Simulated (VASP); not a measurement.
# Zn (P-1) in VASP: elastic constants with vdW-DF-cx

Aim: the elastic constants of Zn with vdW-DF-cx.

All numbers are computed with VASP 6.6.1; they aren't measurements. Logs are shortened: lines on timing, memory, paths and dates and some standing lists are left out, and cuts for length are marked.

### Step 1. The cell of the first run

The typed cell holds 2 atoms: a = 2.670 Å, b = 2.670 Å, c = 4.966 Å, α = 90.00°, β = 90.00°, γ = 120.00°.

### Step 2. Elastic constants, vdW-DF-cx (atoms moved at random, drawn with an rms of 0.05 Å)

File POSCAR:

```
Zn
1.0
    2.6700000000      0.0000000000      0.0000000000
   -1.3350000000      2.3122878281      0.0000000000
    0.0000000000      0.0000000000      4.9660000000
Zn
2
Direct
    0.6654170000      0.3197430000      0.7489310000
    0.3225700000      0.6801310000      0.2510750000
```

File INCAR.step1:

```
SYSTEM = Zn
AGGAC = 0.0
ALGO = Fast
EDIFF = 1E-8
EDIFFG = -0.002
ENCUT = 580
GGA = CX
IBRION = 2
ISIF = 3
ISMEAR = -1
LASPH = .TRUE.
LCHARG = .FALSE.
LREAL = .FALSE.
LUSE_VDW = .TRUE.
LWAVE = .FALSE.
NELM = 80
NSW = 40
PREC = Accurate
SIGMA = 0.1
```

File INCAR.step2:

```
SYSTEM = Zn
AGGAC = 0.0
ALGO = Fast
EDIFF = 1E-8
ENCUT = 580
GGA = CX
IBRION = 6
ISIF = 3
ISMEAR = -1
LASPH = .TRUE.
LCHARG = .FALSE.
LREAL = .FALSE.
LUSE_VDW = .TRUE.
LWAVE = .FALSE.
NELM = 80
NFREE = 2
NSW = 1
POTIM = 0.015
PREC = Accurate
SIGMA = 0.1
```

File KPOINTS:

```
k-points
0
G
  8 8 5
  0 0 0
```

Potentials or basis: VASP PAW PBE potentials, release 64 (Zn).

Launch:

```sh
$ cat potpaw_PBE.64/Zn/POTCAR > POTCAR
$ cp INCAR.step1 INCAR
$ mpirun -np 1 vasp_std > vasp.out
$ cp CONTCAR POSCAR
$ cp INCAR.step2 INCAR
$ mpirun -np 1 vasp_std > vasp.out
```

OUTCAR:

```text
SYSTEM = Zn
   EDIFF = 1E-8
   ENCUT = 580
   GGA = CX
   IBRION = 6
   ISIF = 3
   ISMEAR = -1
   LASPH = .TRUE.
   LREAL = .FALSE.
   NELM = 80
   NFREE = 2
   NSW = 1
   POTIM = 0.015
   PREC = Accurate

 ion  position               nearest neighbor table
   1  0.661  0.334  0.750-   2 2.73   2 2.73   2 2.73   2 2.73   2 2.73   2 2.73
   2  0.327  0.666  0.250-   1 2.73   1 2.73   1 2.73   1 2.73   1 2.73   1 2.73

  LATTYP: Found a triclinic cell.
 ALAT       =     2.7117700859
 B/A-ratio  =     0.9998781164
 C/A-ratio  =     1.6469904849
 COS(alpha) =     0.0000826669
 COS(beta)  =     0.0002767121
 COS(gamma) =     0.5001547956

  Lattice vectors:

 A1 = (  -1.3557569863,   2.3485356693,  -0.0004505845)
 A2 = (   1.3554280521,   2.3483439475,  -0.0001318512)
 A3 = (  -0.0003417979,   0.0003728144,  -4.4662595002)

Analysis of symmetry for initial positions (statically):
=====================================================================
 Subroutine PRICEL returns:
 Original cell was already a primitive cell.

 Routine SETGRP: Setting up the symmetry group for a
 triclinic supercell.

 Subroutine GETGRP returns: Found  2 space group operations
 (whereof  1 operations were pure point group operations)
 out of a pool of  2 trial point group operations.

The static configuration has the point symmetry C_1 .
 The point group associated with its full space group is S_2 .

Analysis of symmetry for dynamics (positions and initial velocities):
=====================================================================
 Subroutine PRICEL returns:
 Original cell was already a primitive cell.

 Routine SETGRP: Setting up the symmetry group for a
 triclinic supercell.

 Subroutine GETGRP returns: Found  2 space group operations
 (whereof  1 operations were pure point group operations)
 out of a pool of  2 trial point group operations.

[... 364 lines left out ...]
 k-point     1 :       0.0000    0.0000    0.0000
  band No.  band energies     occupation
      1      -7.4785      2.00000
      2      -5.2735      2.00000
      3      -4.4416      2.00000
      4      -4.3751      2.00000
      5      -4.3745      2.00000
      6      -4.2802      2.00000
[... 433 lines left out ...]
      3      -4.7434      2.00000
      4      -4.4421      2.00000
      5      -4.4022      2.00000
      6      -4.3581      2.00000
[... 8 lines left out ...]
     15       8.7070      0.00000
     16       9.7698      0.00000

 [... further k-points ...]
[... 5 lines left out ...]
  --------------------------------------------------------------------------------------
  -------------------------------------------------------------------------------------
  Total        0.0010615     -0.0003174      0.0003944     -0.0002260      0.0009570     -0.0011717
  in kB        0.0598045     -0.0178817      0.0222225     -0.0127342      0.0539203     -0.0660142
  external PRESSURE =       0.0213818 kB  Pullay stress =       0.0000000 kB
[... 21 lines left out ...]
  energy  without entropy=        3.5894222507  energy(sigma->0) =        3.58479070

Total vdW correction in eV:      4.5954642

 INTERNAL STRAIN TENSORS FROM STRAINED CELLS
 ============================================

 INTERNAL STRAIN TENSOR FOR ION    1 for displacements in x,y,z  (eV/Angst):
          X           Y           Z          XY          YZ          ZX
  --------------------------------------------------------------------------------
  x     0.00729    -0.00001     0.01471    -0.78302    -0.00153     0.00175
  y    -0.79175     0.75942     0.00945     0.00184    -0.00133    -0.00145
  z     0.00131    -0.00065     0.00106    -0.00099    -0.01671     0.01462

 INTERNAL STRAIN TENSORS FROM DISPLACED ATOMS
 ============================================

 INTERNAL STRAIN TENSOR FOR ION    1 for displacements in x,y,z  (eV/Angst):
          X           Y           Z          XY          YZ          ZX
  --------------------------------------------------------------------------------
  x    -0.10410    -0.13318    -0.13302    -0.82022    -0.00135     0.00059
  y    -0.84301     0.79802    -0.01298     0.01902    -0.00109    -0.00147
  z     0.02806     0.02559     0.02702    -0.00104     0.00902     0.01044

 INTERNAL STRAIN TENSOR FOR ION    2 for displacements in x,y,z  (eV/Angst):
          X           Y           Z          XY          YZ          ZX
  --------------------------------------------------------------------------------
  x     0.10410     0.13318     0.13302     0.82022     0.00135    -0.00059
  y     0.84301    -0.79802     0.01298    -0.01902     0.00109     0.00147
  z    -0.02806    -0.02559    -0.02702     0.00104    -0.00902    -0.01044

 Eigenvectors and eigenvalues of the dynamical matrix
 ----------------------------------------------------

   1 f  =    5.714690 THz    35.906454 2PiTHz  190.621530 cm-1    23.634047 meV
             X         Y         Z           dx          dy          dz
      1.340550  0.782858  3.349785    -0.000388    0.000493    0.707107
     -0.017179  1.564820  1.116366     0.000388   -0.000493   -0.707107
[... 16 lines left out ...]
   5 f  =    0.000000 THz     0.000000 2PiTHz    0.000001 cm-1     0.000000 meV
             X         Y         Z           dx          dy          dz
      1.340550  0.782858  3.349785     0.705314   -0.013403    0.048505
     -0.017179  1.564820  1.116366     0.705314   -0.013403    0.048505

   6 f/i=    0.000000 THz     0.000000 2PiTHz    0.000002 cm-1     0.000000 meV
             X         Y         Z           dx          dy          dz
      1.340550  0.782858  3.349785     0.036491    0.605555   -0.363279
     -0.017179  1.564820  1.116366     0.036491    0.605555   -0.363279

--------------------------------------------------------------------------------------------------------

 ELASTIC MODULI CONTR FROM IONIC RELAXATION (kBar)
 Direction    XX          YY          ZZ          XY          YZ          ZX
 --------------------------------------------------------------------------------
 XX         -45.5682     41.6706     -1.5315     -4.1017     -0.0698     -0.0789
 YY          41.6706    -41.4617     -0.5005     -8.0386      0.0405      0.0764
 ZZ          -1.5315     -0.5005     -1.1286     -6.8242     -0.0152      0.0001
 XY          -4.1017     -8.0386     -6.8242    -42.2324     -0.0676      0.0327
 YZ          -0.0698      0.0405     -0.0152     -0.0676     -0.0012     -0.0013
 ZX          -0.0789      0.0764      0.0001      0.0327     -0.0013     -0.0016
 --------------------------------------------------------------------------------

 TOTAL ELASTIC MODULI (kBar)
 Direction    XX          YY          ZZ          XY          YZ          ZX
 --------------------------------------------------------------------------------
 XX        1589.1043    564.0278    321.8346     -3.7045      0.2997     -2.2920
 YY         564.0278   1625.1733    328.4910     -8.1077      0.0761     -2.5764
 ZZ         321.8346    328.4910   2100.7718     -5.7487      0.1052     -2.5164
 XY          -3.7045     -8.1077     -5.7487    521.6195      0.2028     -0.2176
 YZ           0.2997      0.0761      0.1052      0.2028    327.9391      0.7252
 ZX          -2.2920     -2.5764     -2.5164     -0.2176      0.7252    331.1787
 --------------------------------------------------------------------------------
```

OUTCAR.step1:

```text
SYSTEM = Zn
   EDIFF = 1E-8
   EDIFFG = -0.002
   ENCUT = 580
   GGA = CX
   IBRION = 2
   ISIF = 3
   ISMEAR = -1
   LASPH = .TRUE.
[... 872 lines left out ...]
  --------------------------------------------------------------------------------------
  -------------------------------------------------------------------------------------
  Total        0.0035070      0.0020339      0.0008592     -0.0002471      0.0010818     -0.0010073
  in kB        0.1975914      0.1145923      0.0484073     -0.0139221      0.0609505     -0.0567500
  external PRESSURE =       0.1201970 kB  Pullay stress =       0.0000000 kB
[... 21 lines left out ...]
  energy  without entropy=        3.5881434436  energy(sigma->0) =        3.58351216

Total vdW correction in eV:      4.5955167

 reached required accuracy - stopping structural energy minimisation
```

Run time: 41 min. Hardware: 1 thread of Intel Xeon Platinum 8488C (Sapphire Rapids), shared host; peak memory 0.39 GiB.

Results:

| Property | Result |
| --- | --- |
| Relaxed volume | 14.22 Å³/atom |
| Relaxed cell | a = 2.711 Å, b = 2.712 Å, c = 4.466 Å, α = 90.02°, β = 89.99°, γ = 120.00° |
| Space group after relaxing (to 0.05 Å) | P6_3/mmc (No. 194) |
| Voigt bulk modulus | 86 GPa |
| Highest phonon frequency at Γ | 191 cm⁻¹ |

The path:
```csv
step,energy change (eV),largest force (eV/Å),pressure (GPa),volume (Å³)
1,0.0000,0.0441,-4.00,30.66
2,-0.0305,0.0542,-0.26,28.99
3,-0.0324,0.0575,1.02,28.54
4,-0.0615,0.0637,2.14,27.90
5,0.0006,0.0843,10.81,25.89
6,-0.0759,0.0640,3.79,27.35
7,-0.0999,0.0508,0.67,28.23
8,-0.1002,0.0502,0.39,28.33
9,-0.1006,0.0442,0.03,28.44
10,-0.1007,0.0421,-0.12,28.48
11,-0.1009,0.0372,-0.09,28.46
12,-0.1014,0.0223,0.02,28.43
13,-0.1012,0.0094,0.23,28.36
14,-0.1015,0.0109,0.13,28.40
15,-0.1017,0.0072,0.01,28.44
16,-0.1018,0.0025,-0.13,28.48
17,-0.1019,0.0021,0.01,28.43
18,-0.1019,0.0020,0.03,28.43
19,-0.1019,0.0018,0.01,28.44
```

Final structure:
```
Zn
1.0
     2.71119   -0.00019    0.00032
    -1.35576    2.34854   -0.00045
     0.00034   -0.00037    4.46626
Zn
2
Direct
  0.66113 0.33351 0.75001
  0.32685 0.66636 0.25000
```

Phonon frequencies in cm⁻¹ (negative: imaginary):
| q point | frequencies |
| --- | --- |
| (0.000, 0.000, 0.000) | 0 0 0 86 87 191 |

Elastic tensor in Voigt notation (GPa, in the Cartesian axes of the cell as first typed):
```
159  56  32   0   0   0
 56 163  33   0   0  -1
 32  33 210   0   0  -1
  0   0   0  33   0   0
  0   0   0   0  33   0
  0  -1  -1   0   0  52
```

Clamped-ion elastic tensor (GPa):
```
163  52  32   0   0   0
 52 167  33   0   0   0
 32  33 210   0   0   0
  0   0   0  33   0   0
  0   0   0   0  33   0
  0   0   0   0   0  56
```

Caveat: the PAW data sets were made with another functional, which shifts forces and pressure a little.
